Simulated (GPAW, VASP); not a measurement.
This is a calculation of Se (Selenium) for VASP 6.6.1. 

File INCAR:

```
SYSTEM = Se
PREC = Accurate ; ENCUT = 520
EDIFF = 1E-6 ; ISMEAR = 0
SIGMA = 0.02 ; LREAL = .False.
LASPH = .True. ; NELM = 60
ALGO = Normal ; ISIF = 2
LWAVE = .False. ; LCHARG = .True.
GGA = PE ; LELF = .True.
LVHAR = .True. ; NBANDS = 16
```

File KPOINTS:

```
regular mesh
0
Gamma
  7 7 6
  0 0 0
```

POSCAR

```
Se
1.0
    4.3662000000      0.0000000000      0.0000000000
   -2.1831000000      3.7812401180      0.0000000000
    0.0000000000      0.0000000000      4.9536000000
Se
3
Cartesian
    1.6910292600      2.9289485954      0.0000000000
   -0.4920707400      0.8522915226      3.3024000002
    0.9841414800      0.0000000000      1.6511999998
```

Potentials or basis: VASP PAW PBE potentials, release 64 (Se).

Command:

```sh
$ cat potpaw_PBE.64/Se/POTCAR > POTCAR
$ mpirun -np 1 vasp_std > vasp.out
```

**Question.** What does the same run look like in GPAW 26.7.0 (ASE script)? Potentials or basis there: GPAW PAW data sets (gpaw-data 1.2.1), cutoff 600 eV.

**Answer.** As run (cutoffs and basis follow the program's own potentials, and thresholds, step limits or extra output files can differ):

File run.py:

```python
from ase.dft.bandgap import bandgap
from ase.io import read, write
from ase.units import Bohr, GPa
from gpaw import GPAW, PW
from gpaw.elf import elf_from_dft_calculation

atoms = read('POSCAR')

calc = GPAW(mode=PW(600),
            xc='PBE',
            kpts={'size': (7, 7, 6), 'gamma': True},
            occupations={'name': 'methfessel-paxton', 'order': 0, 'width': 0.02},
            nbands=19,
            convergence={'density': 1e-05, 'energy': 1e-05},
            maxiter=150,
            txt='gpaw.txt')
atoms.calc = calc
energy = atoms.get_potential_energy()
forces = atoms.get_forces()
stress = atoms.get_stress()
calc.write('gs.gpw')
write('result.traj', atoms)
print(f'Energy: {energy:.6f} eV')
print('Forces (eV/A):')
print(forces.round(4))
print('Stress (GPa):', (stress / GPa).round(3))
print('Fermi level:', round(calc.get_fermi_level(), 4), 'eV')
print(f'Gap: {bandgap(calc)[0]:.4f} eV, direct: {bandgap(calc, direct=True)[0]:.4f} eV')

# fields on the real-space grid
write('density.cube', atoms, data=calc.get_pseudo_density() * Bohr**3)
write('potential.cube', atoms, data=calc.get_electrostatic_potential())
write('elf.cube', atoms, data=elf_from_dft_calculation(calc).data)
```

File POSCAR:

```
Se
1.0
    4.3662000000      0.0000000000      0.0000000000
   -2.1831000000      3.7812401180      0.0000000000
    0.0000000000      0.0000000000      4.9536000000
Se
3
Direct
    0.7746000000      0.7746000000      0.0000000000
    0.0000000000      0.2254000000      0.6666666667
    0.2254000000      0.0000000000      0.3333333333
```

Potentials or basis: GPAW PAW data sets (gpaw-data 1.2.1), pw.

The run is started by

```sh
$ OMP_NUM_THREADS=1 python run.py
```

Both were run:

|  | VASP | GPAW |
| --- | --- | --- |
| Pressure | 2.9 GPa | 2.8 GPa |
| Largest force | 0.434 eV/Å | 0.420 eV/Å |

Pressure is positive in compression.
